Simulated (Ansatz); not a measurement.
KCl:

```
K Cl
1.0
     3.83920    0.00000    0.00000
     0.00000    3.83920    0.00000
     0.00000    0.00000    3.83920
K Cl
1 1
Direct
  0.00000 0.00000 0.00000
  0.50000 0.50000 0.50000
```

Measurements of this composition are mostly on another form, of space group No. 225.

Base run:

| Property | Result |
| --- | --- |
| Program | Ansatz 0.2.0 |
| Functional | HSE06 form with a typed share of exact exchange |
| Potentials or basis | Ansatz PAW |
| Cutoff | 420 eV (not typed: the program's choice for these potentials) |
| k mesh | 4 × 4 × 4 |
| Occupations | fermi-dirac, width 0.05 eV |
| Spin | no spin polarisation |

Its results: band gap on the k mesh 6.14 eV, indirect (least direct gap 6.36 eV); pressure -0.4 GPa.

Problem. The run is repeated on the same cell with these changes: share of exact exchange from 0.25 to 0.5. What comes out?

Solution. Band gap on the k mesh 7.53 eV, indirect (least direct gap 7.76 eV); pressure -0.9 GPa.

Caveats: the PAW data sets come from PBE, with cores solved anew for the run's functional, which leaves a small shift of forces and pressure; the thresholds are loose for stress.

A k mesh can miss the band edges.
